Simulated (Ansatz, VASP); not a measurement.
# Two plane-wave programs on Hg

run.py

```python
from ase.calculators.vasp import Vasp
from ase.dft.bandgap import bandgap
from ase.io import read

atoms = read('Hg.xyz')
calc = Vasp(
    directory='calc',
    xc='pbe',
    pp='PBE',
    setups='gw',
    prec='Accurate',
    encut=550,
    ediff=1e-06,
    ismear=0,
    sigma=0.05,
    lreal=False,
    lasph=True,
    nelm=100,
    algo='Fast',
    isif=2,
    lwave=False,
    lcharg=True,
    lelf=True,
    lvhar=True,
    kpts=[9, 9, 9],
    gamma=True,
    nbands=16,
)
atoms.calc = calc

print('energy (eV):', atoms.get_potential_energy())
print('free energy (eV):', atoms.get_potential_energy(force_consistent=True))
print('forces (eV/A):')
print(atoms.get_forces())
print('stress (eV/A^3, Voigt):', atoms.get_stress())
print('Fermi level (eV):', calc.get_fermi_level())
gap, top, bottom = bandgap(calc)
print('band gap (eV):', gap, 'from (spin, k, band)', top, 'to', bottom)
```

File Hg.xyz:

```xyz
1
Lattice="2.1243184923 -2.6725824964 0.0000000000 2.1243184923 2.6725824964 0.0000000000 -2.1151288124 0.0000000000 2.8921990043" Properties=species:S:1:pos:R:3 pbc="T T T"
Hg     0.0000000000      0.0000000000      0.0000000000
```

Contents of input.yaml:

```yaml
crystal:
  lattice:
    - [2.1243184923, -2.6725824964, 0.0]
    - [2.1243184923, 2.6725824964, 0.0]
    - [-2.1151288124, 0.0, 2.8921990043]
  atoms:
    - { symbol: Hg, position: [0.0, 0.0, 0.0] }
hamiltonian:
  xc: pbe
  pseudopotentials: { kind: paw }
kpoints:
  mp_grid: { grid: [9, 9, 9] }
scf:
  occupations: { method: gaussian, width: 0.05 }
output:
  forces: true
  stress: true
  eigenvalues: true
  write_density: true
  write_potential: true
  elf: true
  volumetric_format: npy
```

Alike in both runs: task single point; functional PBE; k mesh 9 × 9 × 9; occupations gaussian, width 0.05 eV; no spin polarisation.

|  | VASP | Ansatz |
| --- | --- | --- |
| version | VASP 6.6.1 | Ansatz 0.2.0 |
| potentials or method | VASP PAW PBE potentials, release 64 (Hg_sv_GW) | Ansatz PAW |
| plane-wave cutoff (eV) | 550 | 420 |
| valence electrons in the cell | 20 | 20 |

|  | VASP | Ansatz | Ansatz less VASP |
| --- | --- | --- | --- |
| gap on the k mesh at the Fermi level (eV) | none | none | - |
| pressure (GPa) | -0.8 | -0.6 | +0.25 |
| largest component of the traceless stress (GPa) | 0.31 | 0.31 | -0.001 |

A gap of «none» marks a metal or a gap that the smearing closes. The functional is the same, so the differences come from potentials, cutoffs and numerics.

The runs have no spin-orbit coupling, so splittings on Hg are missing.
